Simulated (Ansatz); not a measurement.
# Bi (C2/m) in Ansatz: settings compared

The runs below take Bi through relaxation of cell and atoms, with r2SCAN+D3(BJ)-ATM, r2SCAN+D4, r2SCAN+rVV10.

All numbers are computed with Ansatz 0.2.0; they aren't measurements. Logs are shortened: lines on timing, memory, paths and dates and some standing lists are left out, and cuts for length are marked.

## (1) The crystal as given

It takes space group C2/m (No. 12, monoclinic). The conventional cell has a = 6.977 Å, b = 6.265 Å, c = 3.359 Å, α = 90.00°, β = 112.04°, γ = 90.00°. Bi (site symmetry m) has 6 Bi at 3.21 to 3.45 Å as nearest neighbours.

This isn't the form of Bi at room conditions, which is rhombohedral.

## (2) Relaxation of cell and atoms, r2SCAN+D3(BJ)-ATM

Input file input.yaml:

```yaml
crystal:
  lattice:
    - [3.488598, -3.132578, 0.0]
    - [3.488598, 3.132578, 0.0]
    - [-1.260235, 0.0, 3.11355]
  atoms:
    - { symbol: Bi, position: [0.753061, 0.753061, 0.857382] }
    - { symbol: Bi, position: [0.246939, 0.246939, 0.142618] }
hamiltonian:
  xc: r2scan
  pseudopotentials: { kind: paw }
  dispersion: d3bjatm
kpoints:
  mp_grid: { grid: [6, 6, 9] }
scf:
  occupations: { method: fermi_dirac, width: 0.05 }
output:
  forces: true
  stress: true
  eigenvalues: true
relax:
  f_tol: 0.01
  max_steps: 40
  cell: { stress_tol: 0.05 }
```

Potentials or basis: Ansatz PAW.

The run is started by

```
$ ansatz run input.yaml --threads 2 --pin off --max-ram 5632MiB --backend cpu --events-out ev --progress --plain --runs-dir out
```

Output:

```text
Warning: RAYON_NUM_THREADS=2 ignored (pool sized by the plan → 2); use --threads N
Engine: ansatz 0.2.0, aarch64-unknown-linux-gnu
Pseudopotentials: kind: paw
Pseudopotential: Bi, paw, valence charge 15, recommended cutoff 500 eV (meta_gga), Bi.paw.azcp
Functional definition: r2SCAN
  parameter k0 = 0.174
  parameter k1 = 0.065
  parameter a1 = 4.9479
  exchange = r2scan_x(k0 = k0, k1 = k1, a1 = a1)
  correlation = r2scan_c
Crystal: 2 atoms, lattice volume = 68.052 Å³
Basis set: ecut = 500 eV, 1715 PW (Γ), exchange–correlation on 144×144×100 points (64 copies of the dense FFT grid, shifted against one another)
Bands: 19, of which v1, the nominal top of the filled ones, is band 15 counted from 1 (14 counted from 0)
Symmetry: 4 space group operations
Space group: C2/m (ITA 12), of the structure as read, at distance tolerance 4.1e-5 Å
k-points: 97 of 324
Non-local potential: Bi, projectors of the file, l = 0: 2, l = 1: 2, l = 2: 2, l = 3: 2
PAW form: soft (Blöchl's): semilocal exchange-correlation on the pseudo side does not see the compensation charge
PAW frozen core: Bi, regenerated for the run's functional (the file was generated under x = pbe(κ = 0.804, μ = 0.2195149727645171), c = pbe(β = 0.06672455060314922))
PAW one-centre angular grid: Bi, 590 points (default); XC on 160 Gauss nodes
Initial density: superposition of atomic densities (neutral atoms: chi_scale 0, normalization atom), corrected by the library's trained network
Initial wavefunctions: pseudopotential atomic-orbital guess
Functional: x = r2scan, c = r2scan; τ floored in thin density (d = 2e-4 eV/Å³)
SCF iter   1: F=—  HF=-24822.317362 eV  |F-HF|=—  |Δ(HF+E_count)|=         —  Δρ=3.13e-3  dr2=5.83e-3  dr2_τ=5.11e-4  ethr=1.77e-3  ⟨swp⟩=6.5  Hψ=9019  notcnv=0
preconditioner: auto → Kerker (q_TF=auto, 2.380 Å⁻¹)  [metal: Δε(μ)=0.051 eV  Ē_g=21.218 eV  σ=0.050 eV  W_gap=0.24  n_scr=16 (ndim 8)  ℏωp=24.7 eV  f_vac=0.000  D(μ)=0.85/eV (n_scr^D=4)]
SCF iter   2: F=—  HF=-24822.324507 eV  |F-HF|=—  |Δ(HF+E_count)|=   7.14e-3  Δρ=1.86e-3  dr2=2.43e-3  dr2_τ=6.87e-5  ethr=1.94e-5  ⟨swp⟩=2.6  Hψ=4170  notcnv=0  defer=11
SCF iter   3: F=—  HF=-24822.325407 eV  |F-HF|=—  |Δ(HF+E_count)|=   9.00e-4  Δρ=4.77e-4  dr2=2.50e-4  dr2_τ=3.58e-6  ethr=8.09e-6  ⟨swp⟩=2.1  Hψ=2394  notcnv=0  defer=11
SCF iter   4: F=—  HF=-24822.325480 eV  |F-HF|=—  |Δ(HF+E_count)|=   7.37e-5  Δρ=1.39e-4  dr2=1.52e-5  dr2_τ=3.24e-7  ethr=8.32e-7  ⟨swp⟩=2.1  Hψ=2367  notcnv=0  defer=11
SCF iter   5: F=—  HF=-24822.325493 eV  |F-HF|=—  |Δ(HF+E_count)|=   1.27e-5  Δρ=2.36e-5  dr2=4.83e-7  dr2_τ=1.61e-8  ethr=5.07e-8  ⟨swp⟩=2.0  Hψ=2319  notcnv=0  defer=11
SCF iter   6: F=-24822.325493 eV  HF=-24822.325493 eV  |F-HF|=6.40e-9  |Δ(HF+E_count)|=   2.57e-7  Δρ=7.05e-6  dr2=3.78e-8  dr2_τ=1.22e-9  ethr=3.33e-10  ⟨swp⟩=7.4  Hψ=10342  notcnv=0
SCF 1 converged in 6 iterations: F = -24822.325493 eV  dr2 = 3.78e-8
relax step   1: F+E_penalty+E_count = -24822.32549324 eV  Δ(F+E_penalty+E_count) = +0.000e0 eV  max|allowed force component| = 1.222e-1 eV/Å  Δτ_max = 0.0000 Å  P = -1.661 GPa  Ω = 68.052 Å³  (6 SCF iters, dr2 threshold 1.00e-7 eV, accepted)
Crystal: 2 atoms, lattice volume = 64.880 Å³
Basis set: ecut = 500 eV, 1653 PW (Γ), exchange–correlation on 144×144×100 points (64 copies of the dense FFT grid, shifted against one another)
Initial density: handed on by an earlier stage of this run
Initial wavefunctions: those handed on with the density
iter 1 solved again at ethr=2.44e-6 eV; its pass at ethr=3.10e-3 eV (dr2=7.32e-4 eV) is discarded
SCF iter   1: F=—  HF=-24822.252963 eV  |F-HF|=—  |Δ(HF+E_count)|=         —  Δρ=1.07e-3  dr2=5.95e-4  dr2_τ=7.69e-2  ethr=2.44e-6  ⟨swp⟩=3.0  Hψ=13268  notcnv=0
preconditioner: auto → Kerker (q_TF=auto, 2.399 Å⁻¹)  [metal: Δε(μ)=0.015 eV  Ē_g=21.386 eV  σ=0.050 eV  W_gap=0.07  n_scr=16 (ndim 8)  ℏωp=25.3 eV  f_vac=0.000  D(μ)=0.96/eV (n_scr^D=4)]
SCF iter   2: F=—  HF=-24822.336740 eV  |F-HF|=—  |Δ(HF+E_count)|=   8.38e-2  Δρ=1.08e-3  dr2=6.85e-4  dr2_τ=1.24e-5  ethr=1.98e-6  ⟨swp⟩=3.0  Hψ=4203  notcnv=0
SCF iter   3: F=—  HF=-24822.336971 eV  |F-HF|=—  |Δ(HF+E_count)|=   2.31e-4  Δρ=6.32e-4  dr2=2.64e-4  dr2_τ=3.73e-6  ethr=1.98e-6  ⟨swp⟩=1.3  Hψ=1874  notcnv=0
SCF iter   4: F=—  HF=-24822.337094 eV  |F-HF|=—  |Δ(HF+E_count)|=   1.23e-4  Δρ=1.06e-4  dr2=1.31e-5  dr2_τ=1.56e-7  ethr=8.81e-7  ⟨swp⟩=3.0  Hψ=3316  notcnv=0
SCF iter   5: F=—  HF=-24822.337092 eV  |F-HF|=—  |Δ(HF+E_count)|=   1.62e-6  Δρ=5.70e-5  dr2=1.96e-6  dr2_τ=2.16e-8  ethr=4.36e-8  ⟨swp⟩=2.6  Hψ=2851  notcnv=0
SCF iter   6: F=—  HF=-24822.337092 eV  |F-HF|=—  |Δ(HF+E_count)|=   2.65e-7  Δρ=2.92e-5  dr2=4.25e-7  dr2_τ=3.56e-9  ethr=6.54e-9  ⟨swp⟩=2.9  Hψ=3353  notcnv=0
SCF iter   7: F=-24822.337092 eV  HF=-24822.337092 eV  |F-HF|=1.35e-8  |Δ(HF+E_count)|=   1.29e-7  Δρ=1.18e-5  dr2=7.22e-8  dr2_τ=5.26e-10  ethr=6.67e-10  ⟨swp⟩=5.7  Hψ=8007  notcnv=0
SCF 2 converged in 7 iterations: F = -24822.337092 eV  dr2 = 7.22e-8
[... 34 lines left out ...]
SCF iter   5: F=—  HF=-24822.342456 eV  |F-HF|=—  |Δ(HF+E_count)|=   4.31e-6  Δρ=6.91e-5  dr2=3.81e-6  dr2_τ=1.47e-8  ethr=1.85e-8  ⟨swp⟩=2.0  Hψ=3302  notcnv=0
SCF iter   6: F=—  HF=-24822.342456 eV  |F-HF|=—  |Δ(HF+E_count)|=   2.85e-7  Δρ=4.30e-5  dr2=1.55e-6  dr2_τ=5.19e-9  ethr=1.27e-8  ⟨swp⟩=1.0  Hψ=1843  notcnv=0
SCF iter   7: F=-24822.342456 eV  HF=-24822.342456 eV  |F-HF|=1.04e-9  |Δ(HF+E_count)|=   2.45e-7  Δρ=3.63e-6  dr2=1.47e-8  dr2_τ=4.78e-10  ethr=8.49e-11  ⟨swp⟩=4.2  Hψ=9443  notcnv=0
SCF 5 converged in 7 iterations: F = -24822.342456 eV  dr2 = 1.47e-8
relax step   5: F+E_penalty+E_count = -24822.34245572 eV  Δ(F+E_penalty+E_count) = -2.356e-4 eV  max|allowed force component| = 1.925e-3 eV/Å  Δτ_max = 0.0087 Å  P = +0.015 GPa  Ω = 66.213 Å³  energy of the carried Pulay correction = +3.033e-4 eV  (7 SCF iters, dr2 threshold 2.55e-8 eV, accepted)
Initial wavefunctions: pseudopotential atomic-orbital guess (no wavefunctions were taken with the density)
iter 1 solved again at ethr=3.10e-8 eV; its pass at ethr=3.10e-3 eV (dr2=9.29e-6 eV) is discarded
SCF iter   1: F=—  HF=-24822.342176 eV  |F-HF|=—  |Δ(HF+E_count)|=         —  Δρ=3.38e-5  dr2=1.05e-7  dr2_τ=7.22e-7  ethr=3.10e-8  ⟨swp⟩=4.2  Hψ=15128  notcnv=0
preconditioner: auto → Kerker (q_TF=auto, 2.391 Å⁻¹)  [metal: Δε(μ)=0.027 eV  Ē_g=21.269 eV  σ=0.050 eV  W_gap=0.14  n_scr=16 (ndim 8)  ℏωp=25.0 eV  f_vac=0.000  D(μ)=1.03/eV (n_scr^D=4)]
SCF iter   2: F=—  HF=-24822.342184 eV  |F-HF|=—  |Δ(HF+E_count)|=   8.35e-6  Δρ=1.76e-5  dr2=2.97e-8  dr2_τ=1.49e-8  ethr=3.50e-10  ⟨swp⟩=2.5  Hψ=3495  notcnv=0
SCF iter   3: F=—  HF=-24822.342184 eV  |F-HF|=—  |Δ(HF+E_count)|=   1.00e-7  Δρ=1.43e-6  dr2=1.15e-9  dr2_τ=1.58e-10  ethr=9.89e-11  ⟨swp⟩=2.1  Hψ=3283  notcnv=0
SCF iter   4: F=—  HF=-24822.342184 eV  |F-HF|=—  |Δ(HF+E_count)|=   1.58e-9  Δρ=4.99e-7  dr2=1.63e-10  dr2_τ=1.63e-11  ethr=3.82e-12  ⟨swp⟩=3.0  Hψ=3369  notcnv=0
SCF iter   5: F=-24822.342184 eV  HF=-24822.342184 eV  |F-HF|=0.00e0  |Δ(HF+E_count)|=  1.78e-10  Δρ=9.76e-8  dr2=8.50e-12  dr2_τ=4.09e-13  ethr=1.00e-12  ⟨swp⟩=5.3  Hψ=10780  notcnv=0
SCF 6 converged in 5 iterations: F = -24822.342184 eV  dr2 = 8.50e-12
relax step   6: F+E_penalty+E_count = -24822.34218407 eV  Δ(F+E_penalty+E_count) = +2.717e-4 eV  max|allowed force component| = 1.979e-3 eV/Å  Δτ_max = 0.0000 Å  P = +0.011 GPa  Ω = 66.213 Å³  stress off target by 2.68e-2 GPa  SCF on the basis re-selected at this cell (its energy is not comparable with the rows above)  (5 SCF iters)
basis re-selected at this cell: Δ(F+E_penalty+E_count) = +2.717e-4 eV, ΔP = -0.004 GPa vs the last step (what re-selecting the basis moved, of the pressure what is left beyond the Pulay correction that the steps carried, after the strain that the cell walked since its last selection, with what the two solves' SCF thresholds leave and, on support functions, any second-order correction that the steps lacked; it is no measure of the basis error at this ecutwfc). This SCF's stress stands 2.68e-2 GPa from its target on what of the cell is left free (relax.cell.stress_tol is 5.00e-2 GPa) and its largest allowed force component is 1.98e-3 eV/Å (relax.f_tol is 1.00e-2 eV/Å): within both
SCF converged after 5 iterations
Free energy (F): -24822.342184 eV
Harris-Foulkes:  -24822.342184 eV  (|F-HF|=0.00e0)
Internal energy: -24822.334069 eV  (E = F + TS)
E sigma→0 (E₀):  -24822.338126 eV
Entropy (-TS):   -0.008115 eV (-4.058 meV/atom)
Fermi energy:    10.632931 eV
--- Per-component energies (eV) ---
  E_band       = -212.793335
  E_kinetic    = 602.497539
  E_local      = -2962.153580  (includes V_loc(G=0)·N_el)
  E_nonlocal   = 1121.971174
  E_hartree    = 953.688799
  E_xc         = -281.274437
  E_vxc        = -312.538038  (∫ρ·V_xc dr)
  E_paw        = -21377.485392  (= ΣΔE_a)
  E_vpaw       = -591.692566  (= ΣTr[D̂ρ^β])
  E_aug_tail   = -0.000534  (compensation charges beyond the density's cutoff)
  E_vtau       = 21.745106  (kinetic-family band-sum trace: ∫τ·v_τ [+ j·A + Jᵃ·Aᵃ] dr)
  E_ewald      = -2880.927957
  E_disp       = -0.400776  (pairwise vdW)
  E_core_change = 1.751094  (= ΣΔE_core)
  E_smearing   = -0.008115  (= −TS)
  E_closure    = 0.000000  (closes the sum)
  Σ components = -24822.342184   (vs F -24822.342184, Δ=0.00e0)
--- Forces (eV/Å), atoms counted from 1 ---
  atom   1  Bi     0.00197874     0.00000000     0.00170930
  atom   2  Bi    -0.00197874     0.00000000    -0.00170930
  max |Σ_I F_I| component: 2.17e-19 eV/Å
--- Stress (GPa, compression-positive) ---
        0.001371       0.000000       0.022528
        0.000000       0.024980       0.000000
        0.022528       0.000000       0.006793
  P = ⅓ Tr σ = 0.0110 GPa (0.110 kbar)
--- Band table (eV; the first three rows and the last of 97) ---
  k-point 0: bands = ["-13.2160", "-13.1559", "-13.1001", "-13.0924", "-12.9929", "-12.9659", "-12.9385", "-12.9191", "-12.8851", "-12.7767", "-3.2625", "1.2921", "7.1975", "7.6040", "13.6114", "13.8341", "14.9193", "14.9731", "14.9910"]
  k-point 1: bands = ["-13.2094", "-13.1318", "-13.0879", "-13.0706", "-13.0003", "-12.9746", "-12.9492", "-12.9270", "-12.8871", "-12.7814", "-3.0794", "1.3413", "7.3218", "7.8833", "12.5687", "13.7193", "13.7907", "14.0859", "14.9869"]
  k-point 2: bands = ["-13.1930", "-13.0761", "-13.0717", "-13.0185", "-13.0101", "-12.9842", "-12.9763", "-12.9429", "-12.8928", "-12.7945", "-2.5456", "1.4757", "7.6788", "8.6067", "9.9217", "11.7897", "13.3244", "13.9212", "15.1474"]
  k-point 96: bands = ["-13.0973", "-13.0614", "-13.0541", "-13.0402", "-13.0274", "-12.9842", "-12.9535", "-12.9378", "-12.8565", "-12.8307", "-0.0388", "0.7786", "6.7147", "7.8364", "7.8518", "9.5337", "12.1908", "12.8858", "17.4332"]
--- Relaxed structure (5 steps of the walk, 5 accepted, 1 SCFs on fresh bases) ---
  F+E_penalty+E_count = -24822.34218407 eV   max|allowed force component| = 1.979e-3 eV/Å   (the final SCF, on the basis selected at the relaxed cell)
  cell:  # Å, volume = 66.2133 Å³
    - [3.461537439988411, -3.0737307699621295, 0.000938799557993914]
    - [3.461537439988411, 3.0737307699621295, 0.0009387995579939132]
    - [-1.2496216635794672, -5.133812912119298e-19, 3.1112379362081986]
  atoms:
    - { symbol: Bi, position: [0.7578360961352668, 0.7578360961352668, 0.8595086403480885] }
    - { symbol: Bi, position: [0.2421639038647333, 0.2421639038647333, 0.1404913596519116] }
```

Wall time 51 s (2 threads of Arm Neoverse V2, shared host); peak memory 0.56 GiB.

Results:

```yaml
Free_energy: -24822.3422 eV
Relaxed_volume: 33.11 Å³/atom
Relaxed_cell: a = 4.629 Å, b = 4.629 Å, c = 3.353 Å, α = 106.17°, β = 106.17°, γ = 83.21°
Space_group_after_relaxing_to_0.05_Å: C2/m (No. 12)
Energy_gained_by_relaxing: 8.3 meV/atom
Ionic_steps: 6
Pressure_after_relaxing: 0.0 GPa
Band_gap_on_the_k_mesh: none (metal or under the smearing width)
```

Forces in eV/Å, atoms in the order of the input:
```
Bi   0.002  0.000  0.002
Bi  -0.002  0.000 -0.002
```

The path:
```tsv
step	energy change (eV)	largest force (eV/Å)	volume (Å³)
1	0.0000	0.1468	68.05
2	-0.0116	0.0519	64.88
3	-0.0164	0.0303	66.11
4	-0.0167	0.0210	66.12
5	-0.0170	0.0026	66.21
6	-0.0167	0.0026	66.21
```

Final structure:
```
Bi
1.0
     3.46154   -3.07373    0.00094
     3.46154    3.07373    0.00094
    -1.24962    0.00000    3.11124
Bi
2
Direct
  0.75784 0.75784 0.85951
  0.24216 0.24216 0.14049
```

Caveat: the plane-wave basis is chosen anew once the cell has moved, so the energies of steps on either side of that aren't comparable; spin-orbit coupling is left out, which moves the levels of the heavy elements; pairwise dispersion overbinds metals, which lowers pressure and volume; the PAW data sets come from PBE, with cores solved anew for the run's functional, which leaves a small shift of forces and pressure.

## (3) Relaxation of cell and atoms, r2SCAN+D4

Edit input.yaml of step 2 so:

```diff
@@ -11,3 +11,3 @@
   pseudopotentials: { kind: paw }
-  dispersion: d3bjatm
+  dispersion: d4
 kpoints:
```

Potentials or basis: Ansatz PAW.

The run is started by

```
$ ansatz run input.yaml --threads 2 --pin off --max-ram 5632MiB --backend cpu --events-out ev --progress --plain --runs-dir out
```

It took 71 s on 2 threads of Arm Neoverse V2, shared host; peak memory 0.58 GiB.

Results (log left out):

```yaml
Free_energy: -24822.2747 eV
Relaxed_volume: 33.24 Å³/atom
Relaxed_cell: a = 4.632 Å, b = 4.632 Å, c = 3.355 Å, α = 105.93°, β = 105.93°, γ = 83.35°
Space_group_after_relaxing_to_0.05_Å: C2/m (No. 12)
Energy_gained_by_relaxing: 7.7 meV/atom
Ionic_steps: 8
Pressure_after_relaxing: 0.0 GPa
Band_gap_on_the_k_mesh: none (metal or under the smearing width)
```

Forces on the atoms (eV/Å):
```
Bi  -0.002  0.000  0.000
Bi   0.002  0.000  0.000
```

The path:
```csv
step,energy change (eV),largest force (eV/Å),volume (Å³)
1,0.0000,0.1469,68.05
2,-0.0108,0.0437,65.11
3,-0.0150,0.0315,66.25
4,-0.0153,0.0225,66.29
5,-0.0156,0.0028,66.40
6,-0.0156,0.0016,66.43
7,-0.0156,0.0020,66.48
8,-0.0154,0.0020,66.48
```

Final structure:
```
CELL_PARAMETERS angstrom
3.45956 -3.07964 0.00925
3.45956 3.07964 0.00925
-1.24149 0.00000 3.11681
ATOMIC_POSITIONS crystal
Bi 0.75859 0.75859 0.86175
Bi 0.24141 0.24141 0.13825
```

Levels at points of the mesh, in eV from the Fermi level:
| k point | band 11 | band 12 | band 13 | band 14 | band 15 | band 16 | band 17 | band 18 | band 19 |
| --- | --- | --- | --- | --- | --- | --- | --- | --- | --- |
| (0.00, 0.00, 0.00) | -13.87 | -9.35 | -3.42 | -3.02 | 2.95 | 3.19 | 4.29 | 4.32 | 4.35 |
| (0.00, -0.50, 0.00) | -12.37 | -11.90 | -1.47 | -0.96 | -0.55 | -0.54 | 3.45 | 4.83 | 8.00 |
| (-0.50, -0.50, 0.00) | -11.82 | -11.45 | -5.33 | -5.27 | 3.17 | 4.09 | 5.61 | 6.17 | 9.46 |

Caveat: the plane-wave basis is chosen anew once the cell has moved, so the energies of steps on either side of that aren't comparable; spin-orbit coupling is left out, which moves the levels of the heavy elements; pairwise dispersion overbinds metals, which lowers pressure and volume; the PAW data sets come from PBE, with cores solved anew for the run's functional, which leaves a small shift of forces and pressure.

## (4) Relaxation of cell and atoms, r2SCAN+rVV10

Edit input.yaml of step 3 so:

```diff
@@ -11,3 +11,3 @@
   pseudopotentials: { kind: paw }
-  dispersion: d4
+  dispersion: rvv10
 kpoints:
```

The run is started by

```
$ ansatz run input.yaml --threads 2 --pin off --max-ram 5632MiB --backend cpu --events-out ev --progress --plain --runs-dir out
```

Run time: 75 s. Hardware: 2 threads of Arm Neoverse V2, shared host; peak memory 0.68 GiB.

Results (log left out):

| Quantity | Value |
| --- | --- |
| Free energy | -24815.3469 eV |
| Relaxed volume | 33.02 Å³/atom |
| Relaxed cell | a = 4.626 Å, b = 4.626 Å, c = 3.350 Å, α = 106.20°, β = 106.20°, γ = 83.20° |
| Space group after relaxing (to 0.05 Å) | C2/m (No. 12) |
| Energy gained by relaxing | 8.8 meV/atom |
| Ionic steps | 7 |
| Pressure after relaxing | 0.0 GPa |
| Band gap on the k mesh | none (metal or under the smearing width) |

Forces in eV/Å, atoms in the order of the input:
```
Bi  -0.002  0.000  0.000
Bi   0.002  0.000  0.000
```

The path:
| step | energy change (eV) | largest force (eV/Å) | volume (Å³) |
| --- | --- | --- | --- |
| 1 | 0.0000 | 0.1383 | 68.05 |
| 2 | -0.0121 | 0.0619 | 64.66 |
| 3 | -0.0175 | 0.0255 | 65.97 |
| 4 | -0.0175 | 0.0194 | 66.02 |
| 5 | -0.0178 | 0.0100 | 66.13 |
| 6 | -0.0179 | 0.0020 | 66.04 |
| 7 | -0.0176 | 0.0021 | 66.04 |

Final structure:
```yaml
crystal:
  lattice:
    - [3.45929, -3.07127, -0.00021]
    - [3.45929, 3.07127, -0.00021]
    - [-1.24984, 0.00000, 3.10824]
  atoms:
    - { symbol: Bi, position: [0.75731, 0.75731, 0.85827] }
    - { symbol: Bi, position: [0.24269, 0.24269, 0.14173] }
```

Levels at points of the mesh, in eV from the Fermi level:
| k point | band 12 | band 13 | band 14 | band 15 | band 16 | band 17 | band 18 | band 19 |
| --- | --- | --- | --- | --- | --- | --- | --- | --- |
| (0.00, 0.00, 0.00) | -9.32 | -3.45 | -3.04 | 2.96 | 3.21 | 4.29 | 4.33 | 4.39 |
| (0.00, -0.50, 0.00) | -11.95 | -1.42 | -0.93 | -0.60 | -0.57 | 3.49 | 4.80 | 8.02 |
| (-0.50, -0.50, 0.00) | -11.44 | -5.38 | -5.33 | 3.13 | 4.12 | 5.67 | 6.24 | 9.47 |

Caveat: the plane-wave basis is chosen anew once the cell has moved, so the energies of steps on either side of that aren't comparable; spin-orbit coupling is left out, which moves the levels of the heavy elements; pairwise dispersion overbinds metals, which lowers pressure and volume; the PAW data sets come from PBE, with cores solved anew for the run's functional, which leaves a small shift of forces and pressure.

## (5) Overview

| level | gap on the mesh (eV) | pressure (GPa) | relaxed volume (Å³/atom) |
| --- | --- | --- | --- |
| r2SCAN+D3(BJ)-ATM | none | 0.0 | 33.11 |
| r2SCAN+D4 | none | 0.0 | 33.24 |
| r2SCAN+rVV10 | none | 0.0 | 33.02 |

Alike in all rows: task relaxation of cell and atoms; potentials or basis Ansatz PAW; no spin polarisation; cell relaxed; k mesh 6 × 6 × 9; cutoff (eV) 500; smearing fermi-dirac 0.05 eV.

Caveats: the plane-wave basis is chosen anew once the cell has moved, so the energies of steps on either side of that aren't comparable; spin-orbit coupling is left out, which moves the levels of the heavy elements; pairwise dispersion overbinds metals, which lowers pressure and volume; the PAW data sets come from PBE, with cores solved anew for the run's functional, which leaves a small shift of forces and pressure.

Total energies depend on the potentials used, so only differences within one code and one set of settings carry meaning.
